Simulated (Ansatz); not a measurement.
# InSb: strong compression

Aim: compress InSb (rocksalt type) step by step, far beyond the usual range, and follow pressure and electronic structure. The runs shown use LAPW, crystal datasets and norm-conserving. Companion runs by PAW are cited. Its runs: the reference run (LAPW); volume scaled by 1 (crystal datasets and norm-conserving); volume scaled by 0.94 (LAPW and norm-conserving); volume scaled by 0.88 (LAPW and norm-conserving); volume scaled by 0.8 (LAPW); volume scaled by 0.72 (LAPW and crystal datasets); volume scaled by 0.64 (LAPW and crystal datasets); volume scaled by 0.55 (LAPW, crystal datasets and norm-conserving).

Computed with Ansatz 0.2.0 (DFT PBE, with the methods named in each step, unless a step's input says otherwise).

### 1 The starting structure

It takes space group Fm-3m (No. 225, cubic). The conventional cell has a = 6.150 Å, b = 6.150 Å, c = 6.150 Å, α = 90.00°, β = 90.00°, γ = 90.00°. Around In (site symmetry m-3m) lie 6 Sb at 3.08 Å. Sb (site symmetry m-3m) is surrounded by 6 In at 3.08 Å.

Coordinates:

```
CELL_PARAMETERS angstrom
0.00000 3.07501 3.07501
3.07501 0.00000 3.07501
3.07501 3.07501 0.00000
ATOMIC_POSITIONS crystal
In 0.00000 0.00000 0.00000
Sb 0.50000 0.50000 0.50000
```

Whether this phase is the stable one at these pressures isn't tested.

Atoms are numbered in the order of the input: In1, Sb2.

### 2 The reference volume, LAPW

File input.yaml:

```yaml
crystal:
  lattice:
    - [0.0, 3.0750134737, 3.0750134737]
    - [3.0750134737, 0.0, 3.0750134737]
    - [3.0750134737, 3.0750134737, 0.0]
  atoms:
    - { symbol: In, position: [0.0, 0.0, 0.0] }
    - { symbol: Sb, position: [0.5, 0.5, 0.5] }
kpoints:
  mp_grid: { grid: [11, 11, 11] }
  band_path:
    path:
      - [0.0, 0.0, 0.0]
      - [0.5, 0.0, 0.5]
      - [0.625, 0.25, 0.625]
      - [0.375, 0.375, 0.75]
      - [0.0, 0.0, 0.0]
      - [0.5, 0.5, 0.5]
      - [0.5, 0.25, 0.75]
      - [0.5, 0.0, 0.5]
    npoints: 14
scf:
  occupations: { method: fermi_dirac, width: 0.05 }
hamiltonian:
  xc: pbe
  pseudopotentials: { kind: all_electron, lapw: { basis_error: 0.001 } }
output:
  forces: true
  stress: true
  eigenvalues: true
  populations: true
  dos: { projected: true, de: 0.2, e_range: [-14, 8] }
```

On the command line:

```sh
$ ansatz run input.yaml --threads 1 --pin off --max-ram 2048MiB --backend cpu --events-out ev --progress --plain --runs-dir out
```

The log of the run, shortened:

```text
In: projections on atomic orbitals take those of the free atom 1s2 2s2 2p6 3s2 3p6 3d10 4s2 4p6 4d10 5s2 5p1, of charge +0.00 (hamiltonian.pseudopotentials.projection_atoms)
Sb: projections on atomic orbitals take those of the free atom 1s2 2s2 2p6 3s2 3p6 3d10 4s2 4p6 4d10 5s2 5p3, of charge +0.00 (hamiltonian.pseudopotentials.projection_atoms)
LAPW: plane waves up to 7.284 Å⁻¹, error target 1.0e-3 eV per atom; small_component_spin mean_spin; In in spheres of 1.548 Å, 21 of its electrons in bands, Dirac shells []; Sb in spheres of 1.527 Å, 23 of its electrons in bands, Dirac shells []
[...]
Pseudopotentials: kind: all_electron
[...]
NSCF: frozen V_eff on 99 k-points
SCF converged after 7 iterations
Free energy (F): -336414.130252 eV
[...]
E sigma→0 (E₀):  -336414.124048 eV
Entropy (-TS):   -0.012408 eV (-6.204 meV/atom)
Fermi energy:    12.068082 eV
[...]
--- Forces (eV/Å), atoms counted from 1 ---
  atom   1  In     0.00000000     0.00000000     0.00000000
  atom   2  Sb     0.00000000     0.00000000    -0.00000000
[...]
--- Stress (GPa, compression-positive) ---
       -0.013640      -0.000000      -0.000000
       -0.000000      -0.013640      -0.000000
       -0.000000      -0.000000      -0.013640
  P = ⅓ Tr σ = -0.0136 GPa (-0.136 kbar)
--- Band table (eV; the first three rows and the last of 56) ---
[...]
--- Löwdin populations: 2 sites ---
  site symbol       q [e]
     0     In     49.1013
     1     Sb     50.8647
  spilling = 0.000340 (of n_electrons = 100.000000)
```

Run time: 29 s. Hardware: 1 thread of Arm Neoverse V1, shared host; peak memory 0.4 GiB.

Read from it: pressure -0.01 GPa; no gap.

Levels at the path's labelled points, in eV from the Fermi level:

| point | band 19 | band 20 | band 21 | band 22 | band 23 | band 24 | band 25 |
| --- | --- | --- | --- | --- | --- | --- | --- |
| Γ | -10.86 | -0.51 | -0.01 | -0.01 | -0.01 | 6.04 | 6.04 |
| X | -8.42 | -4.33 | -3.31 | -2.05 | -2.05 | 3.29 | 8.20 |
| U | -8.42 | -5.06 | -3.85 | -1.46 | -0.40 | 5.05 | 5.89 |
| K | -8.42 | -5.06 | -3.85 | -1.46 | -0.40 | 5.05 | 5.89 |
| Γ | -10.86 | -0.51 | -0.01 | -0.01 | -0.01 | 6.04 | 6.04 |
| L | -9.10 | -6.32 | 0.36 | 0.36 | 2.21 | 2.50 | 2.50 |
| W | -8.32 | -4.87 | -3.42 | -3.42 | 1.93 | 3.35 | 6.28 |
| X | -8.42 | -4.33 | -3.31 | -2.05 | -2.05 | 3.29 | 8.20 |

States per cell in windows of 1 eV (zero at the Fermi level; grid of 0.20 eV, so sharp peaks spill over the borders):

| from | to | total | Sb 5p | In 5p | In 5s | Sb 5s |
| --- | --- | --- | --- | --- | --- | --- |
| -10 | -9 | 0.72 | 0.03 | 0.19 | 0.08 | 0.41 |
| -9 | -8 | 1.07 | 0.01 | 0.21 | 0.04 | 0.79 |
| -8 | -7 | 0.00 | 0.00 | 0.00 | 0.00 | 0.00 |
| -7 | -6 | 0.03 | 0.01 | 0.00 | 0.01 | 0.00 |
| -6 | -5 | 0.88 | 0.37 | 0.03 | 0.43 | 0.04 |
| -5 | -4 | 0.79 | 0.30 | 0.06 | 0.33 | 0.09 |
| -4 | -3 | 0.60 | 0.27 | 0.15 | 0.13 | 0.05 |
| -3 | -2 | 0.93 | 0.51 | 0.31 | 0.08 | 0.03 |
| -2 | -1 | 1.33 | 0.81 | 0.41 | 0.07 | 0.03 |
| -1 | 0 | 1.29 | 0.84 | 0.32 | 0.08 | 0.03 |
| 0 | 1 | 0.92 | 0.55 | 0.20 | 0.13 | 0.03 |
| 1 | 2 | 0.96 | 0.38 | 0.27 | 0.25 | 0.04 |
| 2 | 3 | 0.39 | 0.09 | 0.18 | 0.07 | 0.04 |
| 3 | 4 | 1.34 | 0.18 | 0.83 | 0.04 | 0.12 |
| 4 | 5 | 1.48 | 0.28 | 0.58 | 0.07 | 0.07 |

### 3 Volume scaled by 1, crystal datasets

File input.yaml:

```yaml
crystal:
  lattice:
    - [0.0, 3.0750134737, 3.0750134737]
    - [3.0750134737, 0.0, 3.0750134737]
    - [3.0750134737, 3.0750134737, 0.0]
  atoms:
    - { symbol: In, position: [0.0, 0.0, 0.0] }
    - { symbol: Sb, position: [0.5, 0.5, 0.5] }
kpoints:
  mp_grid: { grid: [11, 11, 11] }
scf:
  occupations: { method: fermi_dirac, width: 0.05 }
hamiltonian:
  xc: pbe
  pseudopotentials: { kind: all_electron, datasets: crystal }
output:
  forces: true
  stress: true
  eigenvalues: true
```

On the command line:

```sh
$ ansatz run input.yaml --threads 1 --pin off --max-ram 2048MiB --backend cpu --events-out ev --progress --plain --runs-dir out
```

The log of the run, shortened:

```text
[...]
[... 1 set-up line as earlier in the session ...]
Pseudopotential: In, paw, valence charge 13, recommended cutoff 240 eV (normal), Koelling and Harmon's equation, gaussian nucleus
Pseudopotential: Sb, paw, valence charge 15, recommended cutoff 240 eV (normal), Koelling and Harmon's equation, gaussian nucleus
Functional definition: PBE
[...]
Crystal: 2 atoms, lattice volume = 58.153 Å³
[...]
--- Stress (GPa, compression-positive) ---
       -0.015112       0.000000      -0.000000
       -0.000000      -0.015112       0.000000
       -0.000000      -0.000000      -0.015112
  P = ⅓ Tr σ = -0.0151 GPa (-0.151 kbar)
  It holds what live shells' own plane waves past their cutoff add
--- Band table (eV; the first three rows and the last of 56) ---
  k-point 0: bands = ["-2.3136", "-2.3136", "-2.2888", "-2.2888", "-2.2888", "1.2109", "11.5630", "12.0549", "12.0549", "12.0549", "18.1119"]
[...]
```

Wall time 7.8 s (1 thread of Arm Neoverse V1, shared host); peak memory 0.51 GiB.

Read from it: pressure -0.02 GPa; no gap.

### 4 Volume scaled by 1, norm-conserving

Edit input.yaml of step 3 so:

```diff
@@ -14,3 +14,3 @@
   xc: pbe
-  pseudopotentials: { kind: all_electron, datasets: crystal }
+  pseudopotentials: { kind: nc }
 output:
```

On the command line:

```sh
$ ansatz run input.yaml --threads 1 --pin off --max-ram 2048MiB --backend cpu --events-out ev --progress --plain --runs-dir out
```

The log of the run, shortened:

```text
[...]
Pseudopotentials: kind: nc
Pseudopotential: In, nc, valence charge 13, recommended cutoff 952.398519 eV (normal), In.nc.azcp
Pseudopotential: Sb, nc, valence charge 15, recommended cutoff 1088.45545 eV (normal), Sb.nc.azcp
[... 1 set-up line as earlier in the session ...]
[...]
Crystal: 2 atoms, lattice volume = 58.153 Å³
[...]
--- Stress (GPa, compression-positive) ---
        0.002486       0.000000       0.000000
        0.000000       0.002486      -0.000000
        0.000000       0.000000       0.002486
  P = ⅓ Tr σ = 0.0025 GPa (0.025 kbar)
--- Band table (eV; the first three rows and the last of 56) ---
  k-point 0: bands = ["-19.1160", "-19.1160", "-19.1060", "-19.1060", "-19.1060", "-4.9063", "-4.9063", "-4.8835", "-4.8835", "-4.8835", "-1.3604", "8.9920", "9.4886", "9.4886", "9.4886", "15.5478", "15.5478", "15.5478"]
[...]
```

Run time: 13 s. Hardware: 1 thread of Arm Neoverse V1, shared host; peak memory 0.42 GiB.

Read from it: pressure 0.00 GPa; no gap.

### 5 Volume scaled by 0.94, LAPW

File input.yaml:

```yaml
crystal:
  lattice:
    - [0.0, 3.0122404829, 3.0122404829]
    - [3.0122404829, 0.0, 3.0122404829]
    - [3.0122404829, 3.0122404829, 0.0]
  atoms:
    - { symbol: In, position: [0.0, 0.0, 0.0] }
    - { symbol: Sb, position: [0.5, 0.5, 0.5] }
kpoints:
  mp_grid: { grid: [11, 11, 11] }
scf:
  occupations: { method: fermi_dirac, width: 0.05 }
hamiltonian:
  xc: pbe
  pseudopotentials: { kind: all_electron, lapw: { basis_error: 0.001 } }
output:
  forces: true
  stress: true
  eigenvalues: true
  populations: true
```

On the command line:

```sh
$ ansatz run input.yaml --threads 1 --pin off --max-ram 2048MiB --backend cpu --events-out ev --progress --plain --runs-dir out
```

The log of the run, shortened:

```text
In: projections on atomic orbitals take those of the free atom 1s2 2s2 2p6 3s2 3p6 3d10 4s2 4p6 4d10 5s2 5p1, of charge +0.00 (hamiltonian.pseudopotentials.projection_atoms)
Sb: projections on atomic orbitals take those of the free atom 1s2 2s2 2p6 3s2 3p6 3d10 4s2 4p6 4d10 5s2 5p3, of charge +0.00 (hamiltonian.pseudopotentials.projection_atoms)
[...]
  atom   2  Sb     0.00000000    -0.00000000     0.00000000
[...]
--- Stress (GPa, compression-positive) ---
        3.398921      -0.000000      -0.000000
       -0.000000       3.398921      -0.000000
       -0.000000      -0.000000       3.398921
  P = ⅓ Tr σ = 3.3989 GPa (33.989 kbar)
--- Band table (eV; the first three rows and the last of 56) ---
[...]
--- Löwdin populations: 2 sites ---
  site symbol       q [e]
     0     In     49.1080
     1     Sb     50.8560
  spilling = 0.000360 (of n_electrons = 100.000000)
```

Wall time 21 s (1 thread of Arm Neoverse V1, shared host); peak memory 0.39 GiB.

This run gives: pressure 3.40 GPa; no gap.

### 6 Volume scaled by 0.94, norm-conserving

Edit input.yaml of step 5 so:

```diff
@@ -14,3 +14,3 @@
   xc: pbe
-  pseudopotentials: { kind: all_electron, lapw: { basis_error: 0.001 } }
+  pseudopotentials: { kind: nc }
 output:
@@ -19,2 +19 @@
   eigenvalues: true
-  populations: true
```

On the command line:

```sh
$ ansatz run input.yaml --threads 1 --pin off --max-ram 2048MiB --backend cpu --events-out ev --progress --plain --runs-dir out
```

The log of the run, shortened:

```text
[...]
[... 4 set-up lines as earlier in the session ...]
[...]
Crystal: 2 atoms, lattice volume = 54.664 Å³
[...]
--- Stress (GPa, compression-positive) ---
        3.424074      -0.000000      -0.000000
        0.000000       3.424074      -0.000000
        0.000000      -0.000000       3.424074
  P = ⅓ Tr σ = 3.4241 GPa (34.241 kbar)
--- Band table (eV; the first three rows and the last of 56) ---
  k-point 0: bands = ["-18.2417", "-18.2417", "-18.2282", "-18.2282", "-18.2282", "-4.0741", "-4.0741", "-4.0482", "-4.0482", "-4.0482", "-0.8568", "10.3706", "10.3939", "10.3939", "10.3939", "16.6888", "16.6888", "16.6888"]
[...]
```

It took 13 s on 1 thread of Arm Neoverse V1, shared host; peak memory 0.42 GiB.

This run gives: pressure 3.42 GPa; no gap.

### 7 Volume scaled by 0.88, LAPW

File input.yaml:

```yaml
crystal:
  lattice:
    - [0.0, 2.9467361237, 2.9467361237]
    - [2.9467361237, 0.0, 2.9467361237]
    - [2.9467361237, 2.9467361237, 0.0]
  atoms:
    - { symbol: In, position: [0.0, 0.0, 0.0] }
    - { symbol: Sb, position: [0.5, 0.5, 0.5] }
kpoints:
  mp_grid: { grid: [11, 11, 11] }
scf:
  occupations: { method: fermi_dirac, width: 0.05 }
hamiltonian:
  xc: pbe
  pseudopotentials: { kind: all_electron, lapw: { basis_error: 0.001 } }
output:
  forces: true
  stress: true
  eigenvalues: true
  populations: true
```

On the command line:

```sh
$ ansatz run input.yaml --threads 1 --pin off --max-ram 2048MiB --backend cpu --events-out ev --progress --plain --runs-dir out
```

The log of the run, shortened:

```text
In: projections on atomic orbitals take those of the free atom 1s2 2s2 2p6 3s2 3p6 3d10 4s2 4p6 4d10 5s2 5p1, of charge +0.00 (hamiltonian.pseudopotentials.projection_atoms)
Sb: projections on atomic orbitals take those of the free atom 1s2 2s2 2p6 3s2 3p6 3d10 4s2 4p6 4d10 5s2 5p3, of charge +0.00 (hamiltonian.pseudopotentials.projection_atoms)
[...]
  atom   2  Sb     0.00000000    -0.00000000    -0.00000000
[...]
--- Stress (GPa, compression-positive) ---
        8.268833      -0.000000       0.000000
       -0.000000       8.268833      -0.000000
        0.000000      -0.000000       8.268833
  P = ⅓ Tr σ = 8.2688 GPa (82.688 kbar)
--- Band table (eV; the first three rows and the last of 56) ---
[...]
--- Löwdin populations: 2 sites ---
  site symbol       q [e]
     0     In     49.1144
     1     Sb     50.8473
  spilling = 0.000383 (of n_electrons = 100.000000)
```

Wall time 21 s (1 thread of Arm Neoverse V1, shared host); peak memory 0.4 GiB.

In short: pressure 8.27 GPa; no gap.

### 8 Volume scaled by 0.88, norm-conserving

Edit input.yaml of step 7 so:

```diff
@@ -14,3 +14,3 @@
   xc: pbe
-  pseudopotentials: { kind: all_electron, lapw: { basis_error: 0.001 } }
+  pseudopotentials: { kind: nc }
 output:
@@ -19,2 +19 @@
   eigenvalues: true
-  populations: true
```

On the command line:

```sh
$ ansatz run input.yaml --threads 1 --pin off --max-ram 2048MiB --backend cpu --events-out ev --progress --plain --runs-dir out
```

The log of the run, shortened:

```text
[...]
[... 4 set-up lines as earlier in the session ...]
[...]
Crystal: 2 atoms, lattice volume = 51.175 Å³
[...]
--- Stress (GPa, compression-positive) ---
        8.305936       0.000000      -0.000000
        0.000000       8.305936      -0.000000
       -0.000000       0.000000       8.305936
  P = ⅓ Tr σ = 8.3059 GPa (83.059 kbar)
--- Band table (eV; the first three rows and the last of 56) ---
  k-point 0: bands = ["-17.2584", "-17.2584", "-17.2402", "-17.2402", "-17.2402", "-3.1425", "-3.1425", "-3.1139", "-3.1139", "-3.1139", "-0.2932", "11.4234", "11.4234", "11.4234", "11.9542", "17.7994", "17.7994", "17.7994"]
[...]
```

Wall time 13 s (1 thread of Arm Neoverse V1, shared host); peak memory 0.4 GiB.

This run gives: pressure 8.31 GPa; no gap.

### 9 Volume scaled by 0.8, LAPW

File input.yaml:

```yaml
crystal:
  lattice:
    - [0.0, 2.8545896405, 2.8545896405]
    - [2.8545896405, 0.0, 2.8545896405]
    - [2.8545896405, 2.8545896405, 0.0]
  atoms:
    - { symbol: In, position: [0.0, 0.0, 0.0] }
    - { symbol: Sb, position: [0.5, 0.5, 0.5] }
kpoints:
  mp_grid: { grid: [11, 11, 11] }
  band_path:
    path:
      - [0.0, 0.0, 0.0]
      - [0.5, 0.0, 0.5]
      - [0.625, 0.25, 0.625]
      - [0.375, 0.375, 0.75]
      - [0.0, 0.0, 0.0]
      - [0.5, 0.5, 0.5]
      - [0.5, 0.25, 0.75]
      - [0.5, 0.0, 0.5]
    npoints: 8
scf:
  occupations: { method: fermi_dirac, width: 0.05 }
hamiltonian:
  xc: pbe
  pseudopotentials: { kind: all_electron, lapw: { basis_error: 0.001 } }
output:
  forces: true
  stress: true
  eigenvalues: true
  populations: true
  dos: { projected: true, de: 0.2, e_range: [-14, 8] }
```

On the command line:

```sh
$ ansatz run input.yaml --threads 1 --pin off --max-ram 2048MiB --backend cpu --events-out ev --progress --plain --runs-dir out
```

The log of the run, shortened:

```text
In: projections on atomic orbitals take those of the free atom 1s2 2s2 2p6 3s2 3p6 3d10 4s2 4p6 4d10 5s2 5p1, of charge +0.00 (hamiltonian.pseudopotentials.projection_atoms)
Sb: projections on atomic orbitals take those of the free atom 1s2 2s2 2p6 3s2 3p6 3d10 4s2 4p6 4d10 5s2 5p3, of charge +0.00 (hamiltonian.pseudopotentials.projection_atoms)
[...]
--- Stress (GPa, compression-positive) ---
       18.302528       0.000000      -0.000000
        0.000000      18.302528      -0.000000
       -0.000000      -0.000000      18.302528
  P = ⅓ Tr σ = 18.3025 GPa (183.025 kbar)
--- Band table (eV; the first three rows and the last of 56) ---
[... band rows left out ...]
[...]
--- Löwdin populations: 2 sites ---
  site symbol       q [e]
     0     In     49.1236
     1     Sb     50.8347
  spilling = 0.000417 (of n_electrons = 100.000000)
```

Wall time 28 s (1 thread of Arm Neoverse V1, shared host); peak memory 0.4 GiB.

This run gives: pressure 18.30 GPa; no gap.

### 10 Volume scaled by 0.72, LAPW

File input.yaml:

```yaml
crystal:
  lattice:
    - [0.0, 2.7560759953, 2.7560759953]
    - [2.7560759953, 0.0, 2.7560759953]
    - [2.7560759953, 2.7560759953, 0.0]
  atoms:
    - { symbol: In, position: [0.0, 0.0, 0.0] }
    - { symbol: Sb, position: [0.5, 0.5, 0.5] }
kpoints:
  mp_grid: { grid: [11, 11, 11] }
scf:
  occupations: { method: fermi_dirac, width: 0.05 }
hamiltonian:
  xc: pbe
  pseudopotentials: { kind: all_electron, lapw: { basis_error: 0.001 } }
output:
  forces: true
  stress: true
  eigenvalues: true
  populations: true
```

On the command line:

```sh
$ ansatz run input.yaml --threads 1 --pin off --max-ram 2048MiB --backend cpu --events-out ev --progress --plain --runs-dir out
```

The log of the run, shortened:

```text
In: projections on atomic orbitals take those of the free atom 1s2 2s2 2p6 3s2 3p6 3d10 4s2 4p6 4d10 5s2 5p1, of charge +0.00 (hamiltonian.pseudopotentials.projection_atoms)
Sb: projections on atomic orbitals take those of the free atom 1s2 2s2 2p6 3s2 3p6 3d10 4s2 4p6 4d10 5s2 5p3, of charge +0.00 (hamiltonian.pseudopotentials.projection_atoms)
[...]
--- Stress (GPa, compression-positive) ---
       34.872795       0.000000       0.000000
        0.000000      34.872795      -0.000000
        0.000000      -0.000000      34.872795
  P = ⅓ Tr σ = 34.8728 GPa (348.728 kbar)
--- Band table (eV; the first three rows and the last of 56) ---
[... band rows left out ...]
[...]
--- Löwdin populations: 2 sites ---
  site symbol       q [e]
     0     In     49.1331
     1     Sb     50.8209
  spilling = 0.000459 (of n_electrons = 100.000000)
```

It took 21 s on 1 thread of Arm Neoverse V1, shared host; peak memory 0.4 GiB.

Read from it: pressure 34.87 GPa; no gap.

### 11 Volume scaled by 0.72, crystal datasets

Edit input.yaml of step 10 so:

```diff
@@ -14,3 +14,3 @@
   xc: pbe
-  pseudopotentials: { kind: all_electron, lapw: { basis_error: 0.001 } }
+  pseudopotentials: { kind: all_electron, datasets: crystal }
 output:
@@ -19,2 +19 @@
   eigenvalues: true
-  populations: true
```

On the command line:

```sh
$ ansatz run input.yaml --threads 1 --pin off --max-ram 2048MiB --backend cpu --events-out ev --progress --plain --runs-dir out
```

The log of the run, shortened:

```text
[...]
[... 1 set-up line as earlier in the session ...]
Pseudopotential: In, paw, valence charge 21, recommended cutoff 260 eV (normal), Koelling and Harmon's equation, gaussian nucleus
Pseudopotential: Sb, paw, valence charge 15, recommended cutoff 260 eV (normal), Koelling and Harmon's equation, gaussian nucleus
[... 1 set-up line as earlier in the session ...]
[...]
Crystal: 2 atoms, lattice volume = 41.870 Å³
[...]
--- Stress (GPa, compression-positive) ---
       34.873831       0.000000      -0.000000
        0.000000      34.873831      -0.000000
        0.000000      -0.000000      34.873831
  P = ⅓ Tr σ = 34.8738 GPa (348.738 kbar)
  It holds what live shells' own plane waves past their cutoff add
--- Band table (eV; the first three rows and the last of 56) ---
  k-point 0: bands = ["3.6293", "3.6293", "3.6613", "3.6613", "3.6613", "5.1920", "18.5726", "18.5726", "18.5726", "21.1441", "25.2067"]
[...]
```

It took 8.5 s on 1 thread of Arm Neoverse V1, shared host; peak memory 0.5 GiB.

Read from it: pressure 34.87 GPa; no gap.

### 12 Volume scaled by 0.64, LAPW

File input.yaml:

```yaml
crystal:
  lattice:
    - [0.0, 2.64996628, 2.64996628]
    - [2.64996628, 0.0, 2.64996628]
    - [2.64996628, 2.64996628, 0.0]
  atoms:
    - { symbol: In, position: [0.0, 0.0, 0.0] }
    - { symbol: Sb, position: [0.5, 0.5, 0.5] }
kpoints:
  mp_grid: { grid: [11, 11, 11] }
scf:
  occupations: { method: fermi_dirac, width: 0.05 }
hamiltonian:
  xc: pbe
  pseudopotentials: { kind: all_electron, lapw: { basis_error: 0.001 } }
output:
  forces: true
  stress: true
  eigenvalues: true
  populations: true
```

On the command line:

```sh
$ ansatz run input.yaml --threads 1 --pin off --max-ram 2048MiB --backend cpu --events-out ev --progress --plain --runs-dir out
```

The log of the run, shortened:

```text
In: projections on atomic orbitals take those of the free atom 1s2 2s2 2p6 3s2 3p6 3d10 4s2 4p6 4d10 5s2 5p1, of charge +0.00 (hamiltonian.pseudopotentials.projection_atoms)
Sb: projections on atomic orbitals take those of the free atom 1s2 2s2 2p6 3s2 3p6 3d10 4s2 4p6 4d10 5s2 5p3, of charge +0.00 (hamiltonian.pseudopotentials.projection_atoms)
[...]
--- Stress (GPa, compression-positive) ---
       63.030258       0.000000       0.000000
        0.000000      63.030258       0.000000
        0.000000       0.000000      63.030258
  P = ⅓ Tr σ = 63.0303 GPa (630.303 kbar)
--- Band table (eV; the first three rows and the last of 56) ---
[... band rows left out ...]
[...]
--- Löwdin populations: 2 sites ---
  site symbol       q [e]
     0     In     49.1458
     1     Sb     50.8026
  spilling = 0.000516 (of n_electrons = 100.000000)
```

It took 19 s on 1 thread of Arm Neoverse V1, shared host; peak memory 0.4 GiB.

Result: pressure 63.03 GPa; no gap.

(Part 1 of 2 ends here.)
